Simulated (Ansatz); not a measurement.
**Ionic part of the dielectric constant of WS2, mode by mode**

Theory: DFT LDA, scalar-relativistic, plane waves, PAW in Ansatz 0.2.0. Cutoff 420 eV, 12×12×12 k-points (Γ-centred), fixed occupations. No spin polarisation. Phonons by linear response, acoustic sum rule imposed.

It takes space group R3m (No. 160, trigonal). Conventional cell: a = 3.130 Å, b = 3.130 Å, c = 18.174 Å, α = 90.00°, β = 90.00°, γ = 120.00°. W (site symmetry 3m) has 6 S at 2.39 Å as nearest neighbours. Around S (site symmetry 3m) lie 3 W at 2.39 Å. S (site symmetry 3m) is surrounded by 3 W at 2.39 Å.

The crystal is built of layers and no dispersion correction was added, so the binding between them is poorly described, and with it their spacing and whatever depends on it. Spin–orbit coupling is left out, which matters for heavy elements.

The primitive cell has V = 51.40 Å³ and ε∞,zz = 6.929. Each polar mode adds Δε = (4.92064×10⁷/V)·S/ν² along z, with S its oscillator strength in e²/amu, ν in cm⁻¹ and V in Å³.

Task: From these modes, find each Δε and ε0,zz.
```
ν (cm⁻¹) S_zz (e²/amu)
   437.5        0.00873
```

Result:
| ν (cm⁻¹) | Δε |
| --- | --- |
| 437.5 | 0.04 |

The sum is 0.044, so ε0,zz = 6.97; the run's tensor has 6.97.

Task: Where do the longitudinal modes lie for a wave vector along z?

Result: At 439 cm⁻¹. The Lyddane–Sachs–Teller product Π(ν_LO/ν_TO)² = 1.01 matches ε0/ε∞ = 1.01.

This form isn't the usual stable structure of the compound.

Cost: 1 run of about 13 core-minutes, on Arm Neoverse V2 (shared hosts).